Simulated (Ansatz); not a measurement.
# VN: the cost of one run

Program: Ansatz 0.2.0. Level of theory: DFT PBEsol+U (U_eff = 3 eV on V d), plane waves, PAW. These are calculated values, not measurements.

## 1. Starting point

The structure is cubic, space group Fm-3m (No. 225). The conventional cell has a = 4.128 Å, b = 4.128 Å, c = 4.128 Å, α = 90.00°, β = 90.00°, γ = 90.00°. V (site symmetry m-3m) has 6 N at 2.06 Å as nearest neighbours. N (site symmetry m-3m) is surrounded by 6 V at 2.06 Å.

Coordinates:

```cif
data_structure
_symmetry_space_group_name_H-M 'P 1'
_symmetry_Int_Tables_number 1
_cell_length_a 2.9189
_cell_length_b 5.0557
_cell_length_c 5.8379
_cell_angle_alpha 30.000
_cell_angle_beta 60.000
_cell_angle_gamma 54.736
_cell_volume 35.17
loop_
_atom_site_label
_atom_site_type_symbol
_atom_site_fract_x
_atom_site_fract_y
_atom_site_fract_z
_atom_site_occupancy
V1 V 0.00000 0.00000 0.00000 1
N1 N 0.50000 0.50000 0.00000 1
V2 V 0.00000 0.00000 0.50000 1
N2 N 0.50000 0.50000 0.50000 1
```

Magnetic order typed: antiferromagnetic, doubled cell 0 1/2 1/2.

## 2. From atoms, symmetry kept, no search

File input.yaml:

```yaml
crystal:
  lattice:
    - [0.0, 2.06400093, 2.06400093]
    - [4.12800186, 2.06400093, 2.06400093]
    - [4.12800186, 4.12800186, 0.0]
  atoms:
    - { symbol: V, position: [0.0, 0.0, 0.0], spin: 2.0 }
    - { symbol: "N", position: [0.5, 0.5, 0.0] }
    - { symbol: V, position: [0.0, 0.0, 0.5], spin: -2.0 }
    - { symbol: "N", position: [0.5, 0.5, 0.5] }
basis:
  ecutwfc: 420
  ecutrho_ratio: 4
kpoints:
  mp_grid: { grid: [8, 8, 8] }
hamiltonian:
  xc: pbesol
  hubbard:
    sites: [{ site: 0, l: d, u_eff: 3.0 }, { site: 2, l: d, u_eff: 3.0 }]
scf:
  occupations: { method: gaussian, width: 0.05 }
  lower_state_search: "off"
  max_iter: 150
output:
  forces: true
  stress: true
  eigenvalues: true
  populations: true
  hubbard: { sites: [{ site: 0, l: d }, { site: 2, l: d }] }
magnetization:
  spin_polarized: true
```

Run with:

```sh
$ ansatz run input.yaml --threads 2 --pin off --max-ram 3072MiB --backend cpu --events-out ev --progress --plain --runs-dir out
```

What time and memory should one allow on 2 threads of Intel Xeon 6975P-C (Granite Rapids), shared host?

About 3.8 s, with a peak of 0.49 GiB.
